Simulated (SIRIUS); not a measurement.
## BN under changes of volume

One of the cells (6.088 Å³/atom); the others are scaled copies at fixed shape and fractional positions:

```
N B
1.0
     2.57085    0.00000    0.00000
    -1.28543    2.22642    0.00000
     0.00000    0.00000    4.25485
N B
2 2
Direct
  0.33333 0.66667 0.12528
  0.66667 0.33333 0.62528
  0.33333 0.66667 0.49972
  0.66667 0.33333 0.99972
```

Measurements of this composition are mostly on another form, of space group No. 194.

| Quantity | Value |
| --- | --- |
| Program | SIRIUS 7.12.0 |
| Functional | PBEsol |
| Potentials or basis | all-electron FP-LAPW |
| Cutoff | 361 eV |
| Basis | apw+lo standard |
| k mesh | 12 × 12 × 6 |
| Occupations | fermi-dirac, width 0.05 eV |
| Spin | no spin polarisation |

```tsv
volume (Å³/atom)	energy over the lowest point (meV/atom)	gap on the mesh (eV)
5.611	15.16	4.87
5.730	?	?
5.850	0.00	4.95
6.088	8.75	5.01
6.208	20.78	5.04
6.327	37.29	5.06
```

What does the run at 5.730 Å³/atom give?

Energy over the lowest point 4.31 meV/atom; gap on the mesh 4.91 eV.

Worked out: A Birch-Murnaghan fit of order 3 (a polynomial in V^(-2/3)) to the other rows has its minimum at 5.87 Å³/atom with B0 = V·E''(V) = 386 GPa and B' = 3.6 at fixed shape and positions, which overstates the stiffness. It gives 4.33 meV/atom at 5.730 Å³/atom, against the run's 4.31. A straight line through the other rows of the gap, of slope 1.59 eV per unit of ln V, gives 4.91 eV, against the run's 4.91.

Energies are extrapolated to zero smearing.

A mesh can miss the band edges.
